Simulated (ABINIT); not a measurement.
# CuO (P1) in ABINIT: reference runs

How does CuO come out in PBE? The cell is run as given.

All numbers are computed with ABINIT 10.8.3 (patched build); they aren't measurements. Logs are shortened: lines on timing, memory, paths and dates and some standing lists are left out, and cuts for length are marked. The log counts tension as positive stress, the text compression.

### Step 1. Starting point

The typed cell holds 8 atoms: a = 2.900 Å, b = 5.544 Å, c = 5.643 Å, α = 113.11°, β = 101.64°, γ = 92.01°.

### Step 2. Single point, PBE

run.abi

```
# Pseudopotentials
pp_dirpath "./"
pseudos "Cu.GGA_PBE-JTH.xml, O.GGA_PBE-JTH.xml"

# Structure
structure "poscar:POSCAR"
natom 8
chkprim 0
chksymtnons 0
tolsym 1.0e-6

# Plane-wave basis
ecut 26.0
pawecutdg 48.0
pawxcdev 0
pawovlp 30

# k points
kptopt 1
ngkpt 9 5 5
nshiftk 1
shiftk 0.0 0.0 0.0

# Exchange and correlation
ixc 11

# Bands and occupations
nband 60
occopt 3
tsmear 0.05 eV

# SCF cycle
nstep 100
tolvrs 1.0e-9

# Output
iomode 3
prtwf 0
prtden 0
prteig 0
prtebands 0
enunit 1
```

POSCAR

```
CuO
1.0
    2.3418500000     -1.7113000000      0.0000000000
   -1.4918200000     -1.7113000000     -5.0578700000
    2.3418500000      5.1339000000      0.0000000000
Cu O
4 4
Direct
    0.3213271600      0.9565765600      0.2905417800  Cu
    0.6786728400      0.0434234400      0.7094582200  Cu
    0.3225567000      0.5218645100      0.6836463300  Cu
    0.6774433000      0.4781354900      0.3163536700  Cu
    0.4176716400      0.7073204800      0.0098998500  O
    0.4139283600      0.7926795200      0.6585001500  O
    0.2249395900      0.3481680500      0.0734239800  O
    0.9434604100      0.1518319500      0.2581760200  O
```

Potentials or basis: JTH PAW PBE v2.0.

The run is started by

```
$ mpirun --bind-to none -np 4 abinit run.abi > log 2>&1
```

run.abo:

```text
.Version 10.8.3 of ABINIT
 Symmetries : space group P1 (#  1); Bravais aP (primitive triclinic)
================================================================================
 Values of the parameters that define the memory need of the present run
     intxc =       0    ionmov =       0      iscf =      17    lmnmax =      18
     lnmax =       6     mgfft =      50  mpssoang =       3    mqgrid =    3001
     natom =       8  nloc_mem =       2    nspden =       1   nspinor =       1
    nsppol =       1      nsym =       1    n1xccc =       1    ntypat =       2
    occopt =       3   xclevel =       2
       mpw =        3481          nfft =       67500          nkpt =         113
Pmy_natom=         2
 PAW method is used; the additional fine FFT grid is defined by:
   mgfftf=        72    nfftf =    186624
================================================================================
================================================================================

--------------------------------------------------------------------------------
------------- Echo of variables that govern the present computation ------------
--------------------------------------------------------------------------------
 -outvars: echo values of preprocessed input variables --------
            acell      1.0000000000E+00  1.0000000000E+00  1.0000000000E+00 Bohr
              amu      6.35460000E+01  1.59994000E+01
          chkprim           0
      chksymtnons           0
             ecut      2.60000000E+01 Hartree
           enunit           1
                       outvar_i_n : Printing only first  50 k-points.
              ixc          11
                       outvar_i_n : Printing only first  50 k-points.
         kptrlatt        9    0    0      0    5    0      0    0    5
          kptrlen      4.93300885E+01
            natom           8
            nband          60
            ngfft          27      50      50
          ngfftdg          36      72      72
             nkpt         113
            nstep         100
             nsym           1
           ntypat           2
                       prtocc : prtvol=0, do not print more k-points.
           occopt           3
        pawecutdg      4.80000000E+01 Hartree
          pawovlp      3.0000000000E+01
         pawxcdev           0
           prtden           0
        prtebands           0
           prteig           0
            prtwf           0
            rprim      4.4254551280E+00 -3.2338883193E+00  0.0000000000E+00
                      -2.8191312292E+00 -3.2338883193E+00 -9.5579890804E+00
                       4.4254551280E+00  9.7016649578E+00  0.0000000000E+00
          spgroup           1
           tolsym      1.00000000E-06
           tolvrs      1.00000000E-09
           tsmear      1.83746611E-03 Hartree
            typat      1  1  1  1  2  2  2  2
           useylm           1
                       outvars : Printing only first  50 k-points.
           xangst      5.8652333998E-03 -6.9526419169E-01 -4.8382398855E+00
                       3.1860147666E+00  2.4065641917E+00 -2.1963011447E-01
                       1.5778486525E+00  2.0647138769E+00 -2.6395228492E+00
                       1.6140313475E+00 -3.5341387691E-01 -2.4183471508E+00
                      -5.3886544617E-02 -1.8743741750E+00 -3.5775350362E+00
                       1.3289315446E+00  1.3158058550E+00 -4.0092699638E+00
                       1.7931866605E-01 -6.0380773341E-01 -1.7609887351E+00
                       2.5875463339E+00 -5.4892394659E-01 -7.6794626495E-01
            xcart      1.1083684790E-02 -1.3138589075E+00 -9.1429483151E+00
                       6.0206953420E+00  4.5477472267E+00 -4.1504076536E-01
                       2.9817018214E+00  3.9017437557E+00 -4.9879752881E+00
                       3.0500772054E+00 -6.6785543646E-01 -4.5700137924E+00
                      -1.0183081120E-01 -3.5420538483E+00 -6.7605614242E+00
                       2.5113166594E+00  2.4865127009E+00 -7.5764221965E+00
                       3.3886316810E-01 -1.1410312489E+00 -3.3277864201E+00
                       4.8897539093E+00 -1.0373159230E+00 -1.4512081202E+00
             xred      3.2132716000E-01  9.5657656000E-01  2.9054178000E-01
                       6.7867284000E-01  4.3423440000E-02  7.0945822000E-01
                       3.2255670000E-01  5.2186451000E-01  6.8364633000E-01
                       6.7744330000E-01  4.7813549000E-01  3.1635367000E-01
                       4.1767164000E-01  7.0732048000E-01  9.8998500000E-03
                       4.1392836000E-01  7.9267952000E-01  6.5850015000E-01
                       2.2493959000E-01  3.4816805000E-01  7.3423980000E-02
                       9.4346041000E-01  1.5183195000E-01  2.5817602000E-01
            znucl       29.00000    8.00000

================================================================================

 chkinp: Checking input parameters for consistency.

================================================================================
== DATASET  1 ==================================================================

--- !DatasetInfo
iteration_state: {dtset: 1, }
dimensions: {natom: 8, nkpt: 113, mband: 60, nsppol: 1, nspinor: 1, nspden: 1, mpw: 3481, }
cutoff_energies: {ecut:  26.0, pawecutdg:  48.0, }
[... 150 lines left out ...]
 reduced coordinates (array xred) for    8 atoms
       0.321327160000      0.956576560000      0.290541780000
       0.678672840000      0.043423440000      0.709458220000
       0.322556700000      0.521864510000      0.683646330000
       0.677443300000      0.478135490000      0.316353670000
       0.417671640000      0.707320480000      0.009899850000
       0.413928360000      0.792679520000      0.658500150000
       0.224939590000      0.348168050000      0.073423980000
       0.943460410000      0.151831950000      0.258176020000
 rms dE/dt=  8.4723E-01; max dE/dt=  1.7915E+00; dE/dt below (all hartree)
    1      -0.348189926475      0.669773252321     -0.196740721565
    2      -0.816881092053     -2.800210259266      0.567153394832
    3       0.105368811671      1.791506883358     -0.482628674517
    4      -0.463125429235     -0.280988876753     -0.443508533790
    5      -0.042521382873      0.377423532703     -0.576811486494
    6       0.602201935881      1.014316673580      0.197856504110
    7       0.499597012843     -0.000161270864      0.937193638278
    8       0.463434667546     -0.771071427399     -0.003607837312

 cartesian coordinates (angstrom) at end:
    1      0.00586523339980    -0.69526419169400    -4.83823988552720
    2      3.18601476660020     2.40656419169400    -0.21963011447280
    3      1.57784865249730     2.06471387691400    -2.63952284919370
    4      1.61403134750270    -0.35341387691400    -2.41834715080630
    5     -0.05388654461710    -1.87437417504100    -3.57753503617760
    6      1.32893154461710     1.31580585504100    -4.00926996382240
    7      0.17931866605350    -0.60380773341000    -1.76098873505350
    8      2.58754633394650    -0.54892394659000    -0.76794626494650

 cartesian forces (hartree/bohr) at end:
    1      0.07011315641767    -0.01171743418192     0.05335163801407
    2      0.10639074605348    -0.10700406441523    -0.28815413788514
    3      0.00939690066488     0.04544646714181     0.16927968957869
    4      0.10353199715822    -0.00152596369423    -0.05942650966343
    5      0.03978097304025     0.04129454712606     0.01377488832755
    6     -0.11324497957606     0.03124900295277     0.12894341817896
    7     -0.13762226691588    -0.03383843777529     0.05201618464345
    8     -0.07834652684256     0.03609588284603    -0.06978517119415
 frms,max,avg= 9.7418715E-02 2.8815414E-01   1.017E-05  9.454E-06  1.499E-06 h/b

 cartesian forces (eV/Angstrom) at end:
    1      3.60536346273286    -0.60253469156081     2.74345153179238
    2      5.47083212612888    -5.50237022433276   -14.81748153196058
    3      0.48320806038527     2.33695130151166     8.70471162579006
    4      5.32382934743914    -0.07846820810431    -3.05583399186781
    5      2.04561988133664     2.12345099016044     0.70833323753830
    6     -5.82329098506443     1.60688833949513     6.63053715472317
    7     -7.07682150039245    -1.74004243175442     2.67477975841042
    8     -4.02874039256590     1.85612492458508    -3.58849778442595
 frms,max,avg= 5.0094717E+00 1.4817482E+01   5.229E-04  4.861E-04  7.708E-05 e/A
 length scales=  1.000000000000  1.000000000000  1.000000000000 bohr
              =  0.529177210544  0.529177210544  0.529177210544 angstroms
 Fermi (or HOMO) energy (eV) =   5.60344   Average Vxc (eV)= -11.38980
 Eigenvalues (   eV  ) for nkpt= 113  k points:
 kpt#   1, nband= 60, wtk=  0.00444, kpt=  0.0000  0.0000  0.0000 (reduced coord)
-107.95532 -107.70892 -107.39049 -107.36568  -65.57460  -65.41539  -65.40068  -65.27716
 -65.11837  -65.05913  -65.02395  -64.79620  -64.69715  -64.62864  -64.51157  -64.41011
 -15.29943  -14.55291  -12.96329  -12.52216   -3.36643   -2.29887   -1.96047   -1.18378
  -0.83483   -0.71914   -0.59351   -0.10585    0.70583    0.87550    1.32283    1.63883
   1.71826    2.03148    2.05235    2.15532    2.65701    2.79727    2.82827    3.08784
   3.21221    3.30060    3.48984    3.89804    4.18914    4.81911    5.01370    5.19943
   5.31592    5.60530    5.81307    5.95876    6.23972    9.76273   10.18468   12.39849
  13.82041   15.00942   15.31132   18.42357
 prteigrs : prtvol=0 or 1, do not print more k-points.

--- !EnergyTerms
iteration_state     : {dtset: 1, }
comment             : Components of total free energy in Hartree
kinetic             :  7.44039700792971E+01
hartree             :  2.26443179892872E+02
xc                  : -2.28124099166969E+01
Ewald energy        : -4.76565755682506E+02
psp_core            :  3.05606720611363E+01
local_psp           : -5.64056786301558E+02
PAW spherical_terms : -1.23848219958509E+02
internal            : -8.55875349825964E+02
'-kT*entropy'       : -1.54408338245740E-03
total_energy        : -8.55876893909347E+02
total_energy_eV     : -2.32895967391777E+04
...

--- !EnergyTermsDC
iteration_state     : {dtset: 1, }
comment             : '"Double-counting" decomposition of free energy'
band_energy         : -8.89103621425020E+01
Ewald energy        : -4.76565755682506E+02
psp_core            :  3.05606720611363E+01
xc_dc               : -2.19700059807602E+02
PAW spherical_terms : -1.01259844196161E+02
internal            : -8.55875349767634E+02
'-kT*entropy'       : -1.54408338245740E-03
total_energy_dc     : -8.55876893851017E+02
total_energy_dc_eV  : -2.32895967375905E+04
...

--- !EnergyTermsWithPAWCore
iteration_state     : {dtset: 1, }
comment             : 'Components of total free energy, including PAW core contributions'
Total energy        : -6.92041808186007E+03
Total energy DC     : -6.92041808180174E+03
Total energy (eV)   : -1.88314169409165E+05
Total energy DC (eV): -1.88314169407578E+05
...

 Cartesian components of stress tensor (hartree/bohr^3)
  sigma(1 1)= -1.64652920E-03  sigma(3 2)= -7.40158663E-04
  sigma(2 2)= -1.38093552E-03  sigma(3 1)=  9.16837724E-05
  sigma(3 3)= -2.75985886E-03  sigma(2 1)= -1.07080849E-04

-Cartesian components of stress tensor (GPa)         [Pressure=  5.6756E+01 GPa]
- sigma(1 1)= -4.84425617E+01  sigma(3 2)= -2.17762197E+01
- sigma(2 2)= -4.06285256E+01  sigma(3 1)=  2.69742971E+00
- sigma(3 3)= -8.11978510E+01  sigma(2 1)= -3.15042733E+00

== END DATASET(S) ==============================================================
================================================================================

 -outvars: echo values of variables after computation  --------
            acell      1.0000000000E+00  1.0000000000E+00  1.0000000000E+00 Bohr
           etotal     -8.5587689385E+02
            fcart      7.0113156418E-02 -1.1717434182E-02  5.3351638014E-02
                       1.0639074605E-01 -1.0700406442E-01 -2.8815413789E-01
                       9.3969006649E-03  4.5446467142E-02  1.6927968958E-01
                       1.0353199716E-01 -1.5259636942E-03 -5.9426509663E-02
                       3.9780973040E-02  4.1294547126E-02  1.3774888328E-02
                      -1.1324497958E-01  3.1249002953E-02  1.2894341818E-01
                      -1.3762226692E-01 -3.3838437775E-02  5.2016184643E-02
                      -7.8346526843E-02  3.6095882846E-02 -6.9785171194E-02
            rprim      4.4254551280E+00 -3.2338883193E+00  0.0000000000E+00
                      -2.8191312292E+00 -3.2338883193E+00 -9.5579890804E+00
                       4.4254551280E+00  9.7016649578E+00  0.0000000000E+00
           strten     -1.6465292040E-03 -1.3809355162E-03 -2.7598588600E-03
                      -7.4015866346E-04  9.1683772363E-05 -1.0708084862E-04
           xangst      5.8652333998E-03 -6.9526419169E-01 -4.8382398855E+00
                       3.1860147666E+00  2.4065641917E+00 -2.1963011447E-01
                       1.5778486525E+00  2.0647138769E+00 -2.6395228492E+00
                       1.6140313475E+00 -3.5341387691E-01 -2.4183471508E+00
                      -5.3886544617E-02 -1.8743741750E+00 -3.5775350362E+00
                       1.3289315446E+00  1.3158058550E+00 -4.0092699638E+00
                       1.7931866605E-01 -6.0380773341E-01 -1.7609887351E+00
                       2.5875463339E+00 -5.4892394659E-01 -7.6794626495E-01
             xred      3.2132716000E-01  9.5657656000E-01  2.9054178000E-01
                       6.7867284000E-01  4.3423440000E-02  7.0945822000E-01
                       3.2255670000E-01  5.2186451000E-01  6.8364633000E-01
                       6.7744330000E-01  4.7813549000E-01  3.1635367000E-01
                       4.1767164000E-01  7.0732048000E-01  9.8998500000E-03
                       4.1392836000E-01  7.9267952000E-01  6.5850015000E-01
                       2.2493959000E-01  3.4816805000E-01  7.3423980000E-02
                       9.4346041000E-01  1.5183195000E-01  2.5817602000E-01
 Calculation completed.
```

Run time: 10 min. Hardware: 4 MPI ranks of Arm Neoverse V2, shared host; peak memory 1 GiB.

Results:

```
Free energy            : -23289.5967 eV
Pressure               : 56.8 GPa
Largest force          : 16.726 eV/Å
Band gap on the k mesh : none (metal or under the smearing width)
```

Forces on the atoms (eV/Å):
```
Cu    3.605  -0.603   2.743
Cu    5.471  -5.502 -14.817
Cu    0.483   2.337   8.705
Cu    5.324  -0.078  -3.056
O     2.046   2.123   0.708
O    -5.823   1.607   6.631
O    -7.077  -1.740   2.675
O    -4.029   1.856  -3.588
```

Caveat: the atomic spheres overlap; a pressure of tens of GPa on the cell as given is suspect, and the run, the potentials or the cell itself is likely at fault; the run has no spin polarisation, though such a crystal can be magnetic; semilocal functionals often make such compounds metallic where correlation or magnetic order opens a gap, which also shifts bond lengths; forces of over 1 eV/Å show positions far from the minimum, so gaps and moduli don't describe the material at rest.

(Part 1 of 2 ends here.)
